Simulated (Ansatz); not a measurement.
Replacing O in CaO

Method: r²SCAN, scalar-relativistic; spin polarisation where moments were expected; PAW, 500 eV, Gaussian smearing of 0.05 eV; code Ansatz.

CaO was relaxed to zero pressure in the rocksalt structure.

Symmetry: Fm-3m, No. 225, cubic system. Conventional cell: a = 4.795 Å, b = 4.795 Å, c = 4.795 Å, α = 90.00°, β = 90.00°, γ = 90.00°. Ca (site symmetry m-3m) has 6 O at 2.40 Å as nearest neighbours. Around O (site symmetry m-3m) lie 6 Ca at 2.40 Å. Neighbours are those within 15 % of a site's shortest distance, so a longer bond may be listed from one end only.

Results for CaO: a (Å) 4.795, V (Å³/atom) 13.78, shortest unlike bond (Å) 2.40, gap (eV) 4.20, B0 (GPa) 117, E_f (eV/atom) -3.22.

All O is replaced by S and the cell relaxed again in the same space group. What comes out?

CaS: a (Å) 5.696, V (Å³/atom) 23.10, shortest unlike bond (Å) 2.85, gap (eV) 2.80, B0 (GPa) 61, E_f (eV/atom) -2.46.

The volume changes by +67.6 %, or +18.8 % in mean length, and the shortest unlike bond by 0.45 Å. The bulk modulus goes from 117.0 to 61.4 GPa, as V^−1.2: with like bonding the larger cell is the softer. The formation energy moves by 0.76 eV/atom, so CaO is the more strongly bound against its own elements. That goes with its larger difference in electronegativity (Pauling: O 3.44, S 2.58, Ca 1.00). For O, S the 2 valence electrons of Ca just fill the anion's shell; these members are gapped.

The PAW datasets are PBE ones. The gaps are differences of one-electron levels. E_f is the formation energy from the elements run alike, at 0 K, without zero-point energy or any correction for the binding of gas molecules or dispersion between the molecules, chains or layers of the solid elements; it is good to about 0.01 eV/atom as a calculation.

All runs used the PAW datasets of the set soft_2.
